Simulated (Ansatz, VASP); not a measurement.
## One calculation of Se, two programs

```
Se
1.0
     4.01000    0.00000    0.00000
    -2.00500    3.47276    0.00000
     0.00000    0.00000    4.85531
Se
3
Direct
  0.24735 0.00000 0.33333
  0.00000 0.24735 0.66667
  0.75265 0.75265 0.00000
```

Alike in both runs: task single point; functional PBE; dispersion D3(BJ); k mesh 12 × 12 × 8; occupations gaussian, width 0.05 eV; no spin polarisation.

|  | VASP | Ansatz |
| --- | --- | --- |
| version | VASP 6.6.1 | Ansatz 0.2.0 |
| potentials or method | VASP PAW PBE potentials, release 64 (Se) | scalar-relativistic, plane waves, PAW |
| plane-wave cutoff (eV) | 520 | 420 |
| valence electrons in the cell | 18 | 48 |

```csv
,VASP,Ansatz,Ansatz less VASP
gap on the k mesh at the Fermi level (eV),0.65,0.65,+0.001
least direct gap on the mesh (eV),0.92,0.94,+0.012
pressure (GPa),7.8,7.6,-0.19
largest component of the traceless stress (GPa),3.30,3.23,-0.071
rms of the force components (eV/Å),0.453,0.432,-0.0214
```

Atom by atom the forces differ by 0.021 eV/Å (rms over components). The two sets of potentials don't hold the same shells in valence.

A k mesh can miss the band edges.
